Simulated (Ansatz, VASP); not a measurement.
One calculation of AlN, two programs

```
Al N
1.0
     0.00000    1.99868    2.03513
     1.99868    0.00000    2.03513
     1.99868    1.99868    0.00000
Al N
1 1
Direct
  0.00000 0.00000 0.00000
  0.50000 0.50000 0.50000
```

Change from the starting cell: epitaxial_xy strain -1.0%.

Alike in both runs: task single point; functional r2SCAN; k mesh 10 × 10 × 10; no spin polarisation.

|  | VASP | Ansatz |
| --- | --- | --- |
| version | VASP 6.6.1 | Ansatz 0.2.0 |
| potentials or method | VASP PAW PBE potentials, release 64 (Al, N) | plane waves, PAW |
| plane-wave cutoff (eV) | 520 | 500 |
| occupations | gaussian, width 0.01 eV | fixed |
| valence electrons in the cell | 8 | 8 |

```csv
,VASP,Ansatz,Ansatz less VASP
gap on the k mesh at the Fermi level (eV),5.51,5.51,-0.004
pressure (GPa),2.8,3.6,+0.82
largest component of the traceless stress (GPa),3.68,3.61,-0.065
```

Caveats: the PAW data sets were made with another functional, which shifts forces and pressure a little (VASP). A k mesh can miss the band edges.
